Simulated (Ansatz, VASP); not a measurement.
## One calculation of Rb, two programs

Contents of INCAR:

```
ALGO = Normal
EDIFF = 1E-7
ENCUT = 520
GGA = PE
ISIF = 2
ISMEAR = -1
LASPH = T
LCHARG = F
LREAL = F
LWAVE = F
NBANDS = 10
NELM = 80
PREC = Accurate
SIGMA = 0.08
```

Contents of KPOINTS:

```
k-points
0
Gamma
  9 9 9
```

Contents of POSCAR:

```
Rb
1.0
    3.6658573237      0.0000000000      0.0000000000
    0.0000000000      3.6658573237      0.0000000000
    0.0000000000      0.0000000000      3.6658573237
Rb
1
Direct
    0.0000000000      0.0000000000      0.0000000000
```

Input for Ansatz:

```yaml
crystal:
  lattice:
    - [3.6658573237, 0.0, 0.0]
    - [0.0, 3.6658573237, 0.0]
    - [0.0, 0.0, 3.6658573237]
  atoms:
    - { symbol: Rb, position: [0.0, 0.0, 0.0] }
kpoints:
  mp_grid: { grid: [9, 9, 9] }
scf:
  occupations: { method: fermi_dirac, width: 0.08 }
hamiltonian:
  xc: pbe
  pseudopotentials: { kind: all_electron, lapw: { basis_error: 0.001 } }
output:
  forces: true
  stress: true
  eigenvalues: true
  populations: true
```

Change from the starting cell: volume scaled by 0.5, LAPW.

Alike in both runs: task single point; functional PBE; k mesh 9 × 9 × 9; occupations fermi-dirac, width 0.08 eV; no spin polarisation.

|  | VASP | Ansatz |
| --- | --- | --- |
| version | VASP 6.6.1 | Ansatz 0.2.0 |
| potentials or method | VASP PAW PBE potentials, release 64 (Rb_sv) | all-electron LAPW, scalar-relativistic |
| plane-wave cutoff (eV) | 520 | see its input |

|  | VASP | Ansatz | Ansatz less VASP |
| --- | --- | --- | --- |
| pressure (GPa) | 4.9 | 4.9 | -0.01 |

Ansatz ran all-electron here, so the differences hold the error of VASP's frozen core and of both bases.
